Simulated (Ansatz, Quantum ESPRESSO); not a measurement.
# Complex bands of LiH, rock salt type, lattice constant set to 3.802 Å, part 4 of 4

Wanted: the complex band structure of LiH, rock salt type, lattice constant set to 3.802 Å, as for a tunnel barrier.

Quantum ESPRESSO 7.5; plane-wave DFT, PBEsol, GBRV ultrasoft pseudopotentials; cross-check by Ansatz 0.2.0 with PAW datasets.

So far. Step 2 (Self-consistent run): The run needed 10 iterations to bring the estimated error under 1e-09 Ry.

### 6. Cross-check with Ansatz

As a check, the same structure is run in Ansatz.

Level of this step: plane-wave DFT, PBEsol, Ansatz PAW (Ansatz 0.2.0).

Input file input.yaml:

```yaml
crystal:
  lattice:
    - [2.6884199821, 0.0, 0.0]
    - [0.0, 2.6884199821, 0.0]
    - [0.0, 0.0, 3.802]
  atoms:
    - { symbol: Li, position: [0.0, 0.0, 0.0] }
    - { symbol: H, position: [0.5, 0.5, 0.0] }
    - { symbol: Li, position: [0.5, 0.5, 0.5] }
    - { symbol: H, position: [0.0, 0.0, 0.5] }
kpoints:
  mp_grid: { grid: [8, 8, 6] }
hamiltonian:
  xc: pbesol
scf:
  occupations: { method: fixed }
  convergence: { dr2_threshold: 1.0e-09 }
output:
  transmission:
    leads: [[0, 0]]
    kpoints: [[0, 0], [0.5, 0], [0.5, 0.5], [0.25, 0]]
    e_range: [-2.07, 6.9]
    de: 0.23
```

Started as:

```sh
$ ansatz run input.yaml --threads 2 --pin off --max-ram 4096MiB --backend cpu --events-out ev --progress --plain --runs-dir out
```

Numbers of over 12 decimals in the logs are rounded to 6 here.

Log:

```text
Engine: ansatz 0.2.0, aarch64-unknown-linux-gnu
Pseudopotentials: kind: paw
Pseudopotential: Li, paw, valence charge 3, recommended cutoff 420 eV (normal), Li.paw.azcp
Pseudopotential: H, paw, valence charge 1, recommended cutoff 420 eV (normal), H.paw.azcp
Functional definition: PBEsol
  exchange = pbesol_x
  correlation = pbesol_c
Crystal: 4 atoms, lattice volume = 27.479 Å³
Basis set: ecut = 420 eV, 537 PW (Γ)
Bands: 8, of which v1, the nominal top of the filled ones, is band 4 counted from 1 (3 counted from 0)
Symmetry: 32 space group operations
Space group: Fm-3m (ITA 225), of the structure as read, at distance tolerance 3.0e-5 Å
k-points: 60 of 384
Non-local potential: Li, projectors of the file, l = 0: 3, l = 1: 2, l = 2: 1
Non-local potential: H, projectors of the file, l = 0: 2, l = 1: 1
PAW form: soft (Blöchl's): semilocal exchange-correlation on the pseudo side does not see the compensation charge
PAW one-centre angular grid: Li, 110 points (default); XC on 64 Gauss nodes
PAW one-centre angular grid: H, 110 points (default); XC on 64 Gauss nodes
Initial density: superposition of atomic densities (neutral atoms: chi_scale 0, normalization atom), corrected by the library's trained network
Initial wavefunctions: pseudopotential atomic-orbital guess
Functional: x = pbesol(κ = 0.804, μ = 0.123457), c = pbesol(β = 0.046)
SCF iter   1: F=—  HF=-438.938034 eV  |F-HF|=—  |Δ(HF+E_count)|=         —  Δρ=8.74e-3  dr2=1.32e-2  ethr=1.77e-3  ⟨swp⟩=3.3  Hψ=2681  notcnv=0  defer=109
preconditioner: auto → none  [insulator: Δε(μ)=2.500 eV  Ē_g=11.433 eV  n_scr=2 (ndim 8)  ℏωp=14.2 eV  f_vac=0.000  ε∞_Penn≈2.5]
SCF iter   2: F=—  HF=-438.933059 eV  |F-HF|=—  |Δ(HF+E_count)|=   4.98e-3  Δρ=3.14e-3  dr2=1.61e-3  ethr=1.65e-4  ⟨swp⟩=1.1  Hψ=965  notcnv=0  defer=106
SCF iter   3: F=—  HF=-438.932334 eV  |F-HF|=—  |Δ(HF+E_count)|=   7.25e-4  Δρ=9.07e-5  dr2=8.21e-7  ethr=2.01e-5  ⟨swp⟩=2.7  Hψ=775  notcnv=0  defer=85
SCF iter   4: F=—  HF=-438.932333 eV  |F-HF|=—  |Δ(HF+E_count)|=   6.92e-7  Δρ=1.42e-5  dr2=1.89e-8  ethr=1.03e-8  ⟨swp⟩=2.1  Hψ=719  notcnv=0
iter 5 did not close the SCF: its close was put off for the readings that it lacked (scf_convergence_deferred on its scf_iter line)
SCF iter   5: F=-438.932333 eV  HF=-438.932333 eV  |F-HF|=3.04e-10  |Δ(HF+E_count)|=   3.63e-8  Δρ=1.50e-6  dr2=3.44e-10  ethr=2.37e-10  ⟨swp⟩=2.1  Hψ=595  notcnv=0
SCF iter   6: F=-438.932333 eV  HF=-438.932333 eV  |F-HF|=5.68e-14  |Δ(HF+E_count)|=  3.46e-10  Δρ=3.41e-8  dr2=7.50e-14  ethr=4.29e-12  ⟨swp⟩=2.1  Hψ=2118  notcnv=0
SCF 1 converged in 6 iterations: F = -438.932333 eV  dr2 = 7.50e-14
  greatest PAW one-centre occupation: 1.000 electrons in one spin orbital (limit 2), on the Li atom at site 2 (counted from 0), in its partial waves of l = 0
transmission: 5 of 20 steps passed
transmission: 10 of 20 steps passed
transmission: 15 of 20 steps passed
transmission: 20 of 20 steps passed
SCF converged after 6 iterations
Free energy (F): -438.932333 eV
Harris-Foulkes:  -438.932333 eV  (|F-HF|=5.68e-14)
Internal energy: -438.932333 eV  (E = F + TS)
E sigma→0 (E₀):  -438.932333 eV
Fermi energy:    1.725265 eV
--- Per-component energies (eV) ---
  E_band       = -171.621724
  E_kinetic    = 74.024125
  E_local      = -236.116685  (includes V_loc(G=0)·N_el)
  E_nonlocal   = -63.117471
  E_hartree    = 65.608333
  E_xc         = -40.671745
  E_vxc        = -52.939010  (∫ρ·V_xc dr)
  E_paw        = -40.246337  (= ΣΔE_a)
  E_vpaw       = -24.686712  (= ΣTr[D̂ρ^β])
  E_aug_tail   = -0.002639  (compensation charges beyond the density's cutoff)
  E_ewald      = -198.409913
  E_smearing   = -0.000000  (= −TS)
  E_closure    = 0.000000  (closes the sum)
  Σ components = -438.932333   (vs F -438.932333, Δ=0.00e0)
--- Band table (eV; the first three rows and the last of 60) ---
  k-point 0: bands = ["-41.9127", "-41.7971", "-4.4386", "1.7252", "4.3102", "13.1279", "13.1279", "16.3921"]
  k-point 1: bands = ["-41.9047", "-41.8046", "-4.2664", "0.2985", "6.2553", "13.4061", "13.4061", "16.6795"]
  k-point 2: bands = ["-41.8832", "-41.8254", "-3.7361", "-1.4604", "9.5123", "14.2374", "14.2374", "16.4423"]
  k-point 59: bands = ["-41.7963", "-41.7963", "1.3904", "1.3904", "6.8598", "6.8598", "6.8598", "6.8598"]
--- Transmission ---
  basis      : 69 plane waves across, 5 finite elements along
  points     : 4, as listed
  energies   : 40 from -2.070000 to 6.900000 eV about the Fermi level, 0.230000 eV apart; the leads are filled to 1.292352 eV, and channels, transmission and decay are at 1.380000 eV
  crystal 0  : Li2H2, at the sites [0, 0], period 3.8020 Å: whole cells are its period
    offset         : up to 0.0000 Å between an atom of the period and one for which it stands
    channels       : 0.000000e0 a spin
    conductance    : none, the energies end too early or step too widely for 300 K: set another output.transmission.e_range or a lower de, or, where they end at an eighth of basis.ecutwfc, a higher one
    slowest decay  : 0.1316 /Å at (0.0000, 0.0000)
```

Wall time 4.1 s (2 threads of Arm Neoverse N1, shared host); peak memory 0.27 GiB; 7.5 s of CPU time.

Numbers from this step:

```
free energy                                      : -438.9323 eV
gap by band count                                : 2.585 eV
symmetry operations                              : 32
slowest decay at the grid energy nearest mid-gap : 0.1316 Å⁻¹
peak of the smallest κ at the zone centre        : 0.1322 Å⁻¹
peak of the smallest κ at (1/2, 1/2)             : 0.6189 Å⁻¹
peak of the smallest κ at (1/4, 0)               : 0.2757 Å⁻¹
valence top, on the run's zero                   : 1.725 eV
```

K across = (0, 0) in the cell's reciprocal vectors; values within 0.0025 1/Å of each other count once, columns are sorted by size at each energy, a dash where no further value was kept. Table of Im kz of the slowest decaying states by energy, zero at the highest filled level of the SCF mesh:

```csv
energy (eV),decay 1 (Å⁻¹),decay 2 (Å⁻¹)
-2.07,-,-
-1.84,-,-
-1.61,-,-
-1.38,-,-
-1.15,-,-
-0.92,-,-
-0.69,-,-
-0.46,-,-
-0.23,-,-
0.00,0.00731,-
0.46,0.105,-
0.69,0.120,-
0.92,0.128,-
1.15,0.132,-
1.38,0.132,-
1.61,0.127,-
1.84,0.118,-
2.07,0.103,-
2.30,0.0800,-
2.53,0.0363,-
2.76,-,-
2.99,-,-
3.22,1.48,-
3.45,1.46,-
3.68,1.44,-
3.91,1.42,-
4.14,1.40,-
4.37,1.37,-
4.83,1.33,-
5.06,1.31,-
5.29,1.28,-
5.52,1.26,-
5.75,1.23,-
5.98,1.21,-
6.21,1.18,1.49
6.44,1.16,1.47
6.67,1.13,1.45
6.90,1.10,1.43
```

K across = (0, 0) in the cell's reciprocal vectors. Re kz of states that move upwards, channel 1 against energy, zero at the highest filled level of the SCF mesh:

```csv
energy (eV),"Re kz of states that move upwards, channel 1 (Å⁻¹)"
-2.07,-0.370
-1.84,-0.336
-1.38,-0.268
-1.15,-0.235
-0.92,-0.201
-0.46,-0.130
-0.23,-0.0871
0.00,-
0.46,-
0.69,-
0.92,-
1.38,-
1.61,-
1.84,-
2.30,-
2.53,-
2.99,0.107
3.22,0.138
3.45,0.165
3.91,0.215
4.14,0.238
4.37,0.260
4.83,0.303
5.06,0.324
5.29,0.345
5.75,0.385
5.98,0.404
6.21,0.424
6.67,0.462
6.90,0.480
```

K across = (1/2, 0) in the cell's reciprocal vectors; values within 0.0025 1/Å of each other count once, columns are sorted by size at each energy, a dash where no further value was kept. Im kz of the slowest decaying states against energy, zero at the highest filled level of the SCF mesh:

```
energy (eV)  decay 1 (Å⁻¹)  decay 2 (Å⁻¹)
      -2.07           1.23              -
      -1.61           1.25              -
      -1.15           1.25              -
      -0.69           1.24              -
      -0.46           1.24              -
       0.00           1.10           1.35
       0.46           1.03           1.38
       0.92          0.966           1.41
       1.38          0.905           1.42
       1.84          0.842           1.43
       2.30          0.778           1.43
       2.53          0.744           1.43
       2.99          0.672           1.43
       3.45          0.593           1.42
       3.91          0.502           1.41
       4.37          0.390           1.41
       4.83          0.231           1.40
       5.29           1.38              -
       5.52           1.38              -
       5.98           1.36              -
       6.44           1.34              -
       6.90           1.33              -
```

K across = (1/2, 1/2) in the cell's reciprocal vectors; values within 0.0025 1/Å of each other count once, columns are sorted by size at each energy, a dash where no further value was kept. The Im kz of the slowest decaying states by energy, zero at the highest filled level of the SCF mesh:

```
energy (eV)  decay 1 (Å⁻¹)  decay 2 (Å⁻¹)
      -2.07          0.911           1.11
      -1.84          0.866           1.08
      -1.61          0.816           1.06
      -1.38          0.760           1.03
      -1.15          0.693          0.996
      -0.92          0.610          0.965
      -0.69          0.499          0.933
      -0.46          0.315          0.899
      -0.23          0.865              -
       0.00         0.0303          0.829
       0.46          0.495          0.752
       0.69          0.568          0.710
       0.92          0.619          0.665
       1.15          0.618          0.658
       1.38          0.566          0.688
       1.61          0.509          0.712
       1.84          0.445          0.732
       2.07          0.370          0.747
       2.30          0.275          0.760
       2.53          0.120          0.771
       2.76          0.779              -
       2.99          0.786              -
       3.22          0.790              -
       3.45          0.794              -
       3.68          0.796              -
       3.91          0.797              -
       4.14          0.797              -
       4.37          0.796              -
       4.83          0.791              -
       5.06          0.787              -
       5.29          0.782              -
       5.52          0.776              -
       5.75          0.770              -
       5.98          0.763              -
       6.21          0.755              -
       6.44          0.747              -
       6.67          0.737              -
       6.90          0.727              -
```

K across = (1/4, 0) in the cell's reciprocal vectors; values within 0.0025 1/Å of each other count once, columns are sorted by size at each energy, a dash where no further value was kept. Table of Im kz of the slowest decaying states by energy, zero at the highest filled level of the SCF mesh:

| energy (eV) | decay 1 (Å⁻¹) | decay 2 (Å⁻¹) | decay 3 (Å⁻¹) |
| --- | --- | --- | --- |
| -2.07 | - | - | - |
| -1.84 | - | - | - |
| -1.38 | - | - | - |
| -1.15 | - | - | - |
| -0.92 | 1.48 | - | - |
| -0.46 | 0.128 | 1.44 | - |
| -0.23 | 0.175 | 1.42 | - |
| 0.00 | 0.206 | 1.39 | - |
| 0.46 | 0.246 | 1.34 | - |
| 0.69 | 0.258 | 1.32 | - |
| 0.92 | 0.267 | 1.29 | - |
| 1.38 | 0.276 | 1.24 | - |
| 1.61 | 0.276 | 1.21 | - |
| 1.84 | 0.273 | 1.18 | - |
| 2.30 | 0.260 | 1.13 | - |
| 2.53 | 0.249 | 1.10 | - |
| 2.99 | 0.215 | 1.03 | - |
| 3.22 | 0.191 | 1.00 | - |
| 3.45 | 0.158 | 0.970 | - |
| 3.91 | 0.901 | - | - |
| 4.14 | 0.865 | - | - |
| 4.37 | 0.828 | 1.49 | - |
| 4.83 | 0.752 | 1.45 | - |
| 5.06 | 0.712 | 1.43 | - |
| 5.29 | 0.672 | 1.41 | - |
| 5.75 | 0.590 | 1.37 | - |
| 5.98 | 0.548 | 1.34 | - |
| 6.21 | 0.506 | 1.32 | - |
| 6.67 | 0.419 | 1.27 | 1.50 |
| 6.90 | 0.373 | 1.25 | 1.49 |

### 7. By hand

T falls as exp(−2κd). With κ = 0.132 1/Å, 10 Å of barrier pass exp(−2 × 0.132 × 10) = 0.071 of that channel, interfaces aside.

### 8. Summary of results

```yaml
gap_on_the_scf_mesh: 2.59 eV
smallest_kappa_at_mid_gap_among_the_four_k_points_at_the_zone_centre: 0.132 Å⁻¹
peak_of_the_smallest_kappa_in_the_stop_band_at_the_zone_centre: 0.132 Å⁻¹
peak_of_the_smallest_kappa_in_the_stop_band_at_1_over_2_1_over_2: 0.619 Å⁻¹
peak_of_the_smallest_kappa_in_the_stop_band_at_1_over_4_0: 0.276 Å⁻¹
energy_of_the_peak_at_the_zone_centre_over_the_highest_filled_level: 1.15 eV
peak_at_the_zone_centre_by_ansatz: 0.132 Å⁻¹
```

**Reading.** With a gap of 2.59 eV on the mesh, the smallest κ at mid-gap among the four k points, at the zone centre is 0.132 Å⁻¹ (PBEsol, GBRV ultrasoft). For a barrier with the Fermi level at mid-gap the slowest state found, at the zone centre, loses a factor of ten in probability every 8.7 Å or so. Stop bands away from the zone centre are mostly wider than the gap, so their peaks can lie above the conduction bottom. At the zone centre pwcond's peak is 0.132 and Ansatz's 0.132 1/Å, 0 % apart. The cell is the a/√2 one, turned by 45°, with two primitive cells, so X along [001] folds onto kz = 0. A semilocal gap is too small, often by a third to a half and by more in narrow-gap crystals, so real barriers decay faster.

[Logs are printed without paths, hosts, clocks, repeated set-up lines and the standing remarks that a program may print on its own settings, such as how far it seeks lower states.]

[Hosts, paths, dates, database ids (printed as entryN), source tags and the programs' standing remarks are cut or masked in the printed files.]

[Maps of the electrostatic potential energy from Ansatz leave out the sawtooth potential of an applied field or a dipole correction, so their vacuum need not be flat; planar profiles and work functions include it.]
